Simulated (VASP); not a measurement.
Write the native input for VASP 6.6.1 that does the following.

```
Task                   : band structure
Functional             : PBE
Potentials or basis    : VASP PAW PBE potentials, release 64 (Ti, O)
Cutoff                 : 900 eV
k mesh                 : 5 × 5 × 5
Occupations            : fermi-dirac, width 0.05 eV
Spin                   : no spin polarisation
Further INCAR settings : ALGO = Normal; EDIFF = 1e-06
```

The structure of TiO2 lies in POSCAR:

```
TiO2
1.0
    4.8126997814      0.0000000000      0.0000000000
    0.0000000000      4.8718844600      0.0000000000
   -0.8628854487      0.0000000000      4.9665942755
Ti O
4 8
Direct
    0.2774352600      0.0528083600      0.2131482700
    0.7225647400      0.5528083600      0.2868517300
    0.7225647400      0.9471916400      0.7868517300
    0.2774352600      0.4471916400      0.7131482700
    0.0638382200      0.1769655200      0.8515567400
    0.9361617800      0.6769655200      0.6484432600
    0.9361617800      0.8230344800      0.1484432600
    0.0638382200      0.3230344800      0.3515567400
    0.4453609900      0.7576317400      0.4667718600
    0.5546390100      0.2576317400      0.0332281400
    0.5546390100      0.2423682600      0.5332281400
    0.4453609900      0.7423682600      0.9667718600
```

The cell comes from a database or a generator and needn't be the stable form of this composition.

These files were run (other wordings do the same):

INCAR

```
ALGO     = Normal         # electronic algorithm
EDIFF    = 1E-6           # SCF threshold, eV
ENCUT    = 900            # plane-wave cutoff, eV
GGA      = PE             # functional
ISIF     = 2              # what is computed and relaxed
ISMEAR   = -1             # smearing method
LASPH    = T              # aspherical terms in the spheres
LCHARG   = F              # write CHGCAR
LMAXMIX  = 4              # l up to which the mixer works
LREAL    = F              # projectors in reciprocal space
LWAVE    = F              # write WAVECAR
NELM     = 60             # most SCF steps
PREC     = Accurate       # precision mode
SIGMA    = 0.05           # smearing width, eV
```

KPOINTS

```
k-points
0
Gamma
  5 5 5
```

KPOINTS_OPT

```
path GYHCEM1AXH1,MDZ,YD
20
line-mode
reciprocal
 0.0000000000  0.0000000000  0.0000000000  G
 0.0000000000  0.0000000000  0.5000000000  Y

 0.0000000000  0.0000000000  0.5000000000  Y
-0.4309152065  0.0000000000  0.5772602652  H

-0.4309152065  0.0000000000  0.5772602652  H
-0.5000000000  0.0000000000  0.5000000000  C

-0.5000000000  0.0000000000  0.5000000000  C
-0.5000000000  0.5000000000  0.5000000000  E

-0.5000000000  0.5000000000  0.5000000000  E
-0.5690847935  0.5000000000  0.4227397348  M1

-0.5690847935  0.5000000000  0.4227397348  M1
-0.5000000000  0.5000000000  0.0000000000  A

-0.5000000000  0.5000000000  0.0000000000  A
-0.5000000000  0.0000000000  0.0000000000  X

-0.5000000000  0.0000000000  0.0000000000  X
-0.5690847935  0.0000000000  0.4227397348  H1

-0.4309152065  0.5000000000  0.5772602652  M
 0.0000000000  0.5000000000  0.5000000000  D

 0.0000000000  0.5000000000  0.5000000000  D
 0.0000000000  0.5000000000  0.0000000000  Z

 0.0000000000  0.0000000000  0.5000000000  Y
 0.0000000000  0.5000000000  0.5000000000  D
```

Potentials or basis: VASP PAW PBE potentials, release 64 (Ti, O).

Run with:

```bash
$ cat potpaw_PBE.64/Ti/POTCAR potpaw_PBE.64/O/POTCAR > POTCAR
$ mpirun -np 1 vasp_std > vasp.out
```

It gave:

| Item | Value |
| --- | --- |
| Pressure | 7.0 GPa |
| Largest force | 0.303 eV/Å |
| Band gap on the k mesh | 2.16 eV, indirect (least direct gap 2.23 eV) |
| Band gap along the path | 2.12 eV, indirect (least direct gap 2.19 eV) |

It took 14 min on 1 thread of Intel(R) Xeon(R) 6975P-C (Granite Rapids), with other jobs on the host, peak memory 0.63 GiB.
